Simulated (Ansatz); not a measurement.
## NaCl: what the numbers say

Method: PBEsol, scalar-relativistic; no spin polarisation; PAW, 420 eV, Γ-centred 10×10×10 mesh, 0.05 eV Gaussian smearing; code Ansatz. The datasets are Ansatz's generated set soft_2.

The chain of runs began from a cell as deposited in COD, expanded in volume.

The relaxed structure (symmetry read at 0.01 Å). It takes space group Pm-3m (No. 221, cubic). Conventional cell: a = 3.448 Å, b = 3.448 Å, c = 3.448 Å, α = 90.00°, β = 90.00°, γ = 90.00°. Around Na (site symmetry m-3m) lie 8 Cl at 2.99 Å. Around Cl (site symmetry m-3m) lie 8 Na at 2.99 Å. (Neighbours are counted to 15 % beyond the shortest distance.)

Results at this level of theory:

```
Volume                                                : 20.49 Å³/atom
Band gap                                              : 3.99 eV
Smallest direct gap                                   : 4.53 eV
Formation energy from the elements (0 K, uncorrected) : -1.72 eV/atom
Bulk modulus (Birch–Murnaghan)                        : 29 GPa
Pressure derivative B0′                               : 4.7
Elastically stable                                    : no (eigenvalue of -0.9 GPa)
```

Formal charges Na⁺, Cl⁻ balance and leave closed shells on every ion, so a band insulator is expected, and the gap is 3.99 eV.

**Question.** What kind of gap is it?

**Answer.** It is indirect: 3.99 eV, against 4.53 eV for the smallest direct gap. Within 0.6 eV of the edges the projected states are 100 % Cl 3p at the top of the valence band and 71 % Na 3s at the bottom of the conduction band. Crossing the gap moves an electron from the anion's filled p shell to the metal's empty orbitals, as in ionic insulators.

Shannon's ionic radii give a check on the bond lengths: Na⁺ with 8 neighbours 1.18 Å + Cl⁻ 1.81 Å (six-fold value) = 2.99 Å against a computed mean of 2.99 Å. Sums and bonds agree within 3 %, so ion sizes set the bond lengths.

**Question.** How stiff is it, in energy terms?

**Answer.** B0·V0 = 28.7 GPa × 20.48 Å³ = 3.67 eV/atom sets the scale: near the minimum ΔE ≈ ½ B0 V0 x², with x = V/V0 − 1, and a pressure of 0.29 GPa squeezes the volume by about 1 %. At the ends of the curve: x = −3.9 % predicts 2.8 meV/atom and the run gives 3.1; x = +4.1 % predicts 3.0 meV/atom and the run gives 2.8. The curve is steeper than the parabola on the compressed side and flatter on the expanded side: the bulk modulus rises with pressure.

Kohn–Sham gaps of semilocal functionals lie under measured ones, often by a third or more.
